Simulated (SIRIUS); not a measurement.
Here is a SIRIUS 7.10.0 calculation.

run.py

```python
import json, subprocess
import numpy as np
from ase import Atoms
from ase.io import read
from ase.calculators.calculator import Calculator, all_changes
from ase.units import Bohr, Hartree, GPa
from ase.calculators.mixing import SumCalculator
from dftd3.ase import DFTD3
from ase.optimize import BFGS
from ase.filters import FrechetCellFilter

class Sirius(Calculator):
    """Writes sirius.json, runs sirius.scf and reads out.json."""
    implemented_properties = ["energy", "free_energy", "forces", "stress", "magmom"]

    def __init__(self, config, files):
        super().__init__()
        self.config, self.files, self.calls = config, files, 0

    def calculate(self, atoms=None, properties=["energy"], system_changes=all_changes):
        super().calculate(atoms, properties, system_changes)
        symbols = atoms.get_chemical_symbols()
        types = list(dict.fromkeys(symbols))
        order = [i for t in types for i, s in enumerate(symbols) if s == t]
        frac = atoms.get_scaled_positions(wrap=False)
        m = atoms.get_initial_magnetic_moments()
        m = m if m.ndim == 2 else np.c_[0 * m, 0 * m, m]
        spin = self.config["parameters"]["num_mag_dims"] > 0
        rows = {t: [list(frac[i]) + (list(m[i]) if spin else []) for i in order if symbols[i] == t] for t in types}
        cell = {"lattice_vectors": (atoms.cell[:] / Bohr).tolist(), "atom_types": types, "atom_files": self.files, "atoms": rows}
        json.dump({**self.config, "unit_cell": cell}, open("sirius.json", "w"), indent=1)
        self.calls += 1
        with open(f"sirius_{self.calls:03d}.out", "w") as log:
            subprocess.run(["sirius.scf", "--input=sirius.json", "--output=out.json"], stdout=log, stderr=subprocess.STDOUT, check=True)
        gs = json.load(open("out.json"))["ground_state"]
        if not gs["converged"]:
            raise RuntimeError("SCF did not converge")
        self.results = {"energy": gs["energy"]["free"] * Hartree, "free_energy": gs["energy"]["free"] * Hartree}
        if "forces" in gs:
            f = np.zeros((len(atoms), 3))
            f[order] = np.array(gs["forces"]) * Hartree / Bohr
            self.results["forces"] = f
        if "stress" in gs:
            s = np.array(gs["stress"]) * Hartree / Bohr**3
            self.results["stress"] = s.flat[[0, 4, 8, 5, 2, 1]]
        if spin:
            self.results["magmom"] = gs["magnetisation"]["total"][2]

atoms = read("Zr.xyz")

config = {
    "control": {
        "processing_unit": 'cpu',
        "verbosity": 1,
        "print_forces": True,
        "print_stress": True,
    },
    "parameters": {
        "electronic_structure_method": 'pseudopotential',
        "xc_functionals": ['XC_GGA_X_PBE_SOL', 'XC_GGA_C_PBE_SOL'],
        "gk_cutoff": 8.2,
        "pw_cutoff": 16.4,
        "ngridk": [4, 4, 2],
        "shiftk": [0, 0, 0],
        "smearing": 'fermi_dirac',
        "smearing_width": 0.0018374661,
        "num_bands": 20,
        "num_mag_dims": 0,
        "num_dft_iter": 100,
        "energy_tol": 1e-08,
        "density_tol": 1e-06,
    },
    "iterative_solver": {
        "type": 'davidson',
        "min_tolerance": 1e-09,
        "tolerance_scale": [0.1, 0.25],
    },
    "mixer": {
        "type": 'anderson',
        "beta": 0.7,
        "max_history": 8,
    },
    "settings": {
        "tol_ne": 1e-10,
        "pseudo_grid_cutoff": 6.5,
    },
}
dft = Sirius(config, {'Zr': 'Zr.json'})
atoms.calc = SumCalculator([dft, DFTD3(method="pbesol", damping="d3bj")])
results = {"symbols": atoms.get_chemical_symbols(), "cell": atoms.cell[:].tolist(), "frac": atoms.get_scaled_positions(wrap=False).tolist(), "steps": []}

def note():
    results["steps"].append({"energy": atoms.get_potential_energy(), "cell": atoms.cell[:].tolist(), "positions": atoms.positions.tolist(),
                             "forces": atoms.get_forces().tolist(), "stress": atoms.get_stress().tolist()})
    json.dump(results, open("results.json", "w"))

opt = BFGS(FrechetCellFilter(atoms, scalar_pressure=0.0 * GPa))
opt.attach(note)
results["converged"] = bool(opt.run(fmax=0.02, steps=30))
print("converged:", results["converged"])
print("cell parameters:", atoms.cell.cellpar().round(5))
print("volume per atom (A^3):", round(atoms.get_volume() / len(atoms), 4))
print(atoms.get_scaled_positions().round(6))
json.dump(results, open("results.json", "w"))
```

The input Zr.xyz:

```xyz
2
Lattice="3.2320000000 0.0000000000 0.0000000000 -1.6160000000 2.7989941050 0.0000000000 0.0000000000 0.0000000000 5.1470000000" Properties=species:S:1:pos:R:3 pbc="T T T"
Zr     1.6160000002      0.9329980349      3.8602500000
Zr    -0.0000000002      1.8659960701      1.2867500000
```

Potentials or basis: PseudoDojo 0.4.1 PBE standard (scalar relativistic).

Command:

```sh
$ upf_to_json Zr.upf
$ OMP_NUM_THREADS=1 python run.py
```

Predict the space group after relaxing (to 0.05 Å).

P6_3/mmc (No. 194).

Predict the band gap on the k mesh.

none (metal or under the smearing width).

Stress tensor (GPa, compression positive):
```
-0.06  0.00  0.00
 0.00 -0.06  0.00
 0.00  0.00  0.08
```

Caveat: the k mesh is coarse (spacing up to 0.61 Å⁻¹), so the values aren't converged; the potentials were made for another functional, which shifts forces and pressure; pairwise dispersion overbinds metals, which lowers pressure and volume.
